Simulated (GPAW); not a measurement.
Computed results, one entry a study.

```
How the form of the self-energy moves the gap of CdTe (F-43m)
1.0
     0.00000    3.20500    3.20500
     3.20500    0.00000    3.20500
     3.20500    3.20500    0.00000
Cd Te
1 1
Direct
  0.00000 0.00000 0.00000
  0.25000 0.25000 0.25000
# method: DFT, LDA, plane waves, PAW (and 3 further levels or steps)
# program: GPAW 26.7.0
# settings of one run: cutoff 450 eV, GPAW PAW setups 1.2.1 data release, 4×4×4 k-mesh, nbands 786
# cost: 6 runs, 36 min in all on 4 MPI ranks of Intel Xeon 6975P-C (Granite Rapids), shared host (the runs of this entry)
# notes: The database entry behind the starting cell differs from later determinations by our own check (an axis about 1.1 % short against later determinations). The cell and positions come from the Crystallography Open Database and are kept as given unless a step says otherwise. Limits: no spin-orbit coupling. Bands and cutoff are finite, so the gap is not at the basis limit. The miss can reach some tenths of an eV and take either sign; the mesh is an error of its own. The program warns of a poor linear fit in the extrapolation of some level, so the extrapolated values are rough. The 4×4×4 mesh is coarse for this cell, which bears on the long-range parts of exchange and screening.
# G0W0, Godby-Needs plasmon pole: 1.542 eV
# one-shot HSE06: 1.588 eV
# G0W0, extrapolated in the cutoff: 1.571 eV
# one-shot Hartree-Fock: 6.561 eV
# G0W0, full frequency, Hilbert transform: 1.492 eV
# known limits: not at the basis limit; no spin-orbit coupling; coarse k mesh
```

[Paths, hosts, dates, memory and timing lines, banners, echoed tables and standing remarks are left out of the program output.]

[Logs are printed without paths, hosts, clocks, repeated set-up lines and the standing remarks that a program may print on its own settings, such as how far it seeks lower states.]

[Runs of the session that timed out or met a known fault of the program may be left out.]

[Hosts, paths, dates, database ids (printed as entryN), source tags and the programs' standing remarks are cut or masked in the printed files.]
